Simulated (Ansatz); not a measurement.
**CdSe: a short molecular-dynamics run**

Aim: set CdSe (a randomly packed cell, 4 atoms, not relaxed) in motion for 40 steps of 0.5 fs under a Langevin thermostat and barostat at 300 K and 1 GPa, and see how temperature, energy and positions respond.

Program: Ansatz 0.2.0. Level of theory: DFT PBE, plane waves, PAW, scalar-relativistic, no spin polarisation. These are calculated values, not measurements.

## Step 1: Starting point

The cell holds 4 atoms (Cd2Se2): a = 4.946 Å, b = 5.613 Å, c = 5.201 Å, α = 74.45°, β = 81.37°, γ = 64.12°.

As a file:

```
CELL_PARAMETERS angstrom
4.88504 -0.77052 0.05131
3.20858 4.59136 -0.35815
0.96173 1.41530 4.91113
ATOMIC_POSITIONS crystal
Cd 0.64295 0.08382 0.12314
Cd 0.97624 0.53217 0.86674
Se 0.01388 0.09422 0.56690
Se 0.44168 0.59918 0.36774
```

## Step 2: Dynamics

Contents of input.yaml:

```yaml
crystal:
  lattice:
    - [4.885042, -0.77052, 0.05131]
    - [3.208582, 4.591357, -0.358148]
    - [0.961729, 1.415304, 4.911128]
  atoms:
    - { symbol: Cd, position: [0.642953, 0.08382, 0.123144] }
    - { symbol: Cd, position: [0.976241, 0.532171, 0.86674] }
    - { symbol: Se, position: [0.01388, 0.094216, 0.5669] }
    - { symbol: Se, position: [0.441685, 0.599177, 0.36774] }
kpoints:
  mp_grid: { grid: [3, 3, 3] }
magnetization:
  spin_polarized: false
scf:
  occupations: { method: fermi_dirac, width: 0.05 }
hamiltonian:
  pseudopotentials: { kind: paw }
  xc: pbe
basis:
  ecutwfc: 420
md:
  timestep: 0.5
  n_steps: 40
  ensemble: npt_langevin
  temperature: 300.0
  initial_velocities: maxwell_boltzmann
  seed: 665765
  pressure: 1.0
```

The run is started by

```sh
$ ansatz run input.yaml --threads 2 --pin off --max-ram 2560MiB --backend cpu --events-out ev --progress --plain --runs-dir out
```

Before running it: what results should come out? Wanted: temperature, first and last step; temperature, second half; potential energy, second half; largest change of the conserved energy; volume, first and last step; mean square displacement, second half.

**Answer**, as computed:

| quantity | value |
| --- | --- |
| length | 40 steps of 0.5 fs |
| temperature, first and last step | 225 and 355 K |
| temperature, second half | mean 324 K, from 288 to 372 K |
| potential energy, second half | -131 meV/atom from the start |
| largest change of the conserved energy | 0.09 meV/atom |
| volume, first and last step | 31.26 and 24.10 Å³/atom |
| mean square displacement, second half | Se 0.002, Cd 0.001 Å² |

What this shows: Against a set 300 K the second half averages 324 K, going from 288 to 355 K over that half. The conserved energy strays from its start by at most 0.09 meV/atom, 0.2 % of the mean kinetic energy, which is good for a step of 0.5 fs. Over the second half Se atoms stand 0.0 Å (root mean square) from where they began, and the farthest move is 0.1 Å. The volume changes by -22.9 % from first to last step, and is still moving at the end, so it is no equilibrium value. 20 fs on 4 atoms is far too short and small for converged averages. The k-mesh is coarse for this cell.
